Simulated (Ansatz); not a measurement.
The system is SnO.

```
Sn O
1.0
     3.13193    0.00000    0.00000
     0.00000    3.13193    0.00000
     0.00000    0.00000    3.13193
Sn O
1 1
Direct
  0.00000 0.00000 0.00000
  0.50000 0.50000 0.50000
```

The cell was built by a generator and needn't be a form met in nature.

Base run:

```yaml
Program: Ansatz 0.2.0
Functional: HSE06 form with a typed share of exact exchange
Potentials_or_basis: Ansatz PAW
Cutoff: "420 eV (not typed: the program's choice for these potentials)"
k_mesh: 5 × 5 × 5
Occupations: fermi-dirac, width 0.05 eV
Spin: no spin polarisation
```

Its results: band gap on the k mesh 1.84 eV, indirect (least direct gap 2.32 eV); pressure -3.1 GPa.

Problem. The run is repeated on the same cell with these changes: share of exact exchange from 0.2 to 0.15. What comes out?

Solution. Band gap on the k mesh 1.70 eV, indirect (least direct gap 2.19 eV); pressure -2.3 GPa.

Caveats: odd divisions of the mesh miss points on the zone boundary, where band edges often lie, so the gap on the mesh can be too wide; spin-orbit coupling is left out, which moves the levels of the heavy elements; the PAW data sets come from PBE, with cores solved anew for the run's functional, which leaves a small shift of forces and pressure; the thresholds are loose for stress.

A k mesh can miss the band edges.
